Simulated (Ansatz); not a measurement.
## FeO, relaxed from a zincblende start to space group F222 (read at 0.02 Å)

Level of theory: DFT, PBE+U (U_eff = 4 eV on Fe 3d), scalar-relativistic, collinear spin; plane waves to 420 eV with PAW datasets (Ansatz 0.2.0), Γ-centred 10×10×5 mesh, 0.05 eV Gaussian smearing. The datasets are Ansatz's generated set soft_2.

```cif
data_structure
_symmetry_space_group_name_H-M 'P 1'
_symmetry_Int_Tables_number 1
_cell_length_a 3.4651
_cell_length_b 5.5075
_cell_length_c 6.3910
_cell_angle_alpha 32.804
_cell_angle_beta 59.439
_cell_angle_gamma 51.011
_cell_volume 51.30
loop_
_atom_site_label
_atom_site_type_symbol
_atom_site_fract_x
_atom_site_fract_y
_atom_site_fract_z
_atom_site_occupancy
Fe1 Fe 0.00000 0.00000 0.00000 1
O1 O 0.25000 0.25000 0.00000 1
Fe2 Fe 0.00000 0.00000 0.50000 1
O2 O 0.25000 0.25000 0.50000 1
```

The start was a prototype's sites filled with these elements. The Crystallography Open Database lists the compound in space groups R-3m, Fm-3m (rock salt), so this is a trial structure.

Magnetic state: antiferromagnetic, site spin moments Fe 3.27, -3.27 μB.

The pressure at this geometry is -0.1 GPa.

Which orbitals make up the states within about 0.6 eV of each band edge?

Valence edge: Fe 3d 76 %, O 2p 23 %. Conduction edge: Fe 4s 65 %, O 2s 25 %, O 2p 8 %. Shares are among the projected shells; the gap is 0.68 eV.

Density of states (tetrahedra, averaged over 0.5 eV; states/eV per cell of 4 atoms; energy in eV from the Fermi level):

```tsv
E (eV)	DOS
-5.60	4.5
-5.10	4.0
-4.60	3.6
-4.10	2.5
-3.60	4.2
-3.10	4.0
-2.60	3.9
-2.10	2.9
-1.60	3.8
-1.10	1.5
-0.60	3.3
-0.10	0.0
0.40	0.0
0.90	0.1
1.40	0.1
1.90	0.2
2.40	1.1
2.90	6.8
3.40	4.6
3.90	2.6
4.40	2.4
4.90	0.9
```

With a Hubbard U or exact exchange the result depends on the state in which the open shell ends, and a lower one can't be excluded. Site moments are of spin, integrated over atomic spheres.
